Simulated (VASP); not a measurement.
Here is a VASP 6.6.1 calculation.

The input POSCAR:

```
PtSe
1.0
    0.0000000000      3.0374472300      3.0374472300
    3.0374472300      0.0000000000      3.0374472300
    3.0374472300      3.0374472300      0.0000000000
Pt Se
1 1
Direct
    0.0000000000      0.0000000000      0.0000000000
    0.2500000000      0.2500000000      0.2500000000
```

The input INCAR.step1:

```
SYSTEM = PtSe
PREC = Accurate
ENCUT = 600
EDIFF = 1E-8
ISMEAR = 0
SIGMA = 0.02
LREAL = .False.
LASPH = .True.
NELM = 60
ALGO = Normal
ISIF = 3
LWAVE = .False.
LCHARG = .False.
GGA = PE
IBRION = 2
NSW = 40
EDIFFG = -0.002
```

INCAR.step2

```
SYSTEM = PtSe
PREC = Accurate
ENCUT = 600
EDIFF = 1E-8
ISMEAR = 0
SIGMA = 0.02
LREAL = .False.
LASPH = .True.
NELM = 60
ALGO = Normal
ISIF = 3
LWAVE = .False.
LCHARG = .False.
GGA = PE
IBRION = 6
NFREE = 2
POTIM = 0.015
NSW = 1
```

Contents of KPOINTS:

```
Automatic mesh
0
Gamma
  6 6 6
  0 0 0
```

Potentials or basis: VASP PAW PBE potentials, release 64 (Pt, Se).

Launch:

```bash
$ cat potpaw_PBE.64/Pt/POTCAR potpaw_PBE.64/Se/POTCAR > POTCAR
$ cp INCAR.step1 INCAR
$ mpirun -np 1 vasp_std > vasp.out
$ cp CONTCAR POSCAR
$ cp INCAR.step2 INCAR
$ mpirun -np 1 vasp_std > vasp.out
```

What does it give for the elastic constants C11, C12, C44?

98, 97, 10 GPa.

Predict the Voigt bulk modulus.

97 GPa.

Predict the relaxed volume.

23.10 Å³/atom.

Step by step:
| step | energy change (eV) | largest force (eV/Å) | pressure (GPa) | volume (Å³) |
| --- | --- | --- | --- | --- |
| 1 | 0.0000 | 0.0000 | -11.25 | 56.05 |
| 2 | -0.2533 | 0.0000 | 13.53 | 41.55 |
| 3 | -0.4294 | 0.0000 | -0.14 | 46.27 |
| 4 | -0.4293 | 0.0000 | 0.24 | 46.08 |
| 5 | -0.4293 | 0.0000 | -0.22 | 46.30 |
| 6 | -0.4294 | 0.0000 | 0.01 | 46.19 |

Caveat: the volume moved by over 15 % at a fixed basis, so the end points are rough. The run has no spin-orbit coupling, so splittings on Pt are missing.
